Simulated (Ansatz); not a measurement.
AlAu in Ansatz: the effect of target pressure

AlAu:

```xyz
2
Lattice="3.2239 0.0000 0.0000 0.0000 3.2239 0.0000 0.0000 0.0000 3.2239" Properties=species:S:1:pos:R:3 pbc="T T T"
Au    1.6120    1.6120    1.6120
Al    0.0000    0.0000    0.0000
```

The cell comes from a database or a generator and needn't be the stable form of this composition.

Alike in all runs:

| Item | Value |
| --- | --- |
| Program | Ansatz 0.2.0 |
| Task | relaxation of cell and atoms |
| Functional | PBEsol |
| Potentials or basis | Ansatz PAW |
| Cutoff | 420 eV (not typed: the program's choice for these potentials) |
| k mesh | 8 × 8 × 8 |
| Occupations | fermi-dirac, width 0.05 eV |
| Spin | no spin polarisation |

Each run relaxes the cell or the atoms first.

| target pressure | relaxed volume (Å³/atom) |
| --- | --- |
| 0 GPa | 16.02 |
| 2 GPa | 15.78 |
| 5 GPa | 15.46 |
| 10 GPa | 15.00 |
| 20 GPa | ? |
| 30 GPa | 13.73 |

Problem. What does the run with target pressure 20 GPa give?

Solution. Relaxed volume 14.28 Å³/atom.

Worked out: In Murnaghan's law V^(-B') rises as a straight line in P. The other rows fit best with B' = 5.1, V0 = 16.02 Å³/atom and B0 = 128 GPa, which gives 14.28 Å³/atom at 20 GPa, against the run's 14.28.

Caveats: the plane-wave basis is chosen anew once the cell has moved, so the energies of steps on either side of that aren't comparable; the PAW data sets come from PBE, with cores solved anew for the run's functional, which leaves a small shift of forces and pressure; the volume moved by over 15 % at a fixed basis, so the end points are rough (some runs).
